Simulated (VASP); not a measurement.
The system is NiO.

```
CELL_PARAMETERS angstrom
0.00000 2.08590 2.08590
2.08590 0.00000 2.08590
2.08590 2.08590 0.00000
ATOMIC_POSITIONS crystal
Ni 0.00000 0.00000 0.00000
O 0.50000 0.50000 0.50000
```

* Program: VASP 6.6.1
* Task: relaxation of cell and atoms
* Functional: BLYP
* Potentials or basis: VASP PAW PBE potentials, release 64 (Ni, O)
* Cutoff: 600 eV
* k mesh: 11 × 11 × 11
* Occupations: fermi-dirac, width 0.05 eV
* Spin: collinear spin, ferromagnetic start
* Starting moments: [1.0, 0.0] μB

At the start: pressure 12.7 GPa; volume 9.08 Å³/atom.

Question: How do energy, volume and symmetry change on relaxing?

Answer: Over 3 steps the energy falls by 26.3 meV/atom and the volume is 9.77 Å³/atom (+7.7 %); space group Fm-3m (No. 225, to 0.05 Å); moment 1.82 μB per cell.

The path:
```csv
step,energy change (eV),largest force (eV/Å),pressure (GPa),volume (Å³)
1,0.0000,0.0000,12.67,18.15
2,-0.0452,0.0000,-4.11,20.10
3,-0.0526,0.0000,-0.03,19.54
```

Final structure:
```
Ni O
1.0
     0.00000    2.13794    2.13794
     2.13794    0.00000    2.13794
     2.13794    2.13794    0.00000
Ni O
1 1
Direct
  0.00000 0.00000 0.00000
  0.50000 0.50000 0.50000
```

Caveat: the PAW data sets were made with another functional, which shifts forces and pressure a little; a cell with one magnetic atom can't hold antiferromagnetic order, which such compounds often take.
